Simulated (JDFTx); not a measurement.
The system is ZrB2.

```
Zr B
1.0
     3.17000    0.00000    0.00000
    -1.58500    2.74530    0.00000
     0.00000    0.00000    3.53300
Zr B
1 2
Cartesian
  0.0000 0.0000 0.0000
  1.5850 0.9151 1.7665
  0.0000 1.8302 1.7665
```

- Program: JDFTx 1.7.0 (patched build)
- Task: single point
- Functional: PBEsol
- Potentials or basis: PseudoDojo-SR-PBEsol-0.4.1-standard with smoothed tails
- Cutoff: 1034 eV
- Density cutoff: 8272 eV
- k mesh: 10 × 10 × 8
- Occupations: fermi-dirac, width 0.05 eV
- Spin: no spin polarisation

On this cell: pressure -3.7 GPa; largest force under 0.003 eV/Å; band gap on the k mesh none (metal or under the smearing width).

The same run follows on a disturbed copy (atoms moved at random, drawn with an rms of 0.05 Å):

```
Zr B
1.0
     3.17000    0.00000    0.00000
    -1.58500    2.74530    0.00000
     0.00000    0.00000    3.53300
Zr B
1 2
Direct
  0.00055 0.02110 0.99126
  0.65467 0.33004 0.49578
  0.34214 0.66506 0.51411
```

What changes?

The energy (extrapolated to zero smearing) moves by +28.4 meV/atom; pressure -2.7 GPa; largest force 1.252 eV/Å; band gap on the k mesh none (metal or under the smearing width).

Forces on the atoms (eV/Å):
```
Zr   0.375 -0.835  0.681
B    0.544  0.396  0.047
B   -0.919  0.439 -0.728
```

Stress tensor (GPa, compression positive):
```
-2.49  0.42  0.44
 0.42 -2.74 -0.71
 0.44 -0.71 -2.96
```

Caveats: the empty levels aren't tightly converged.
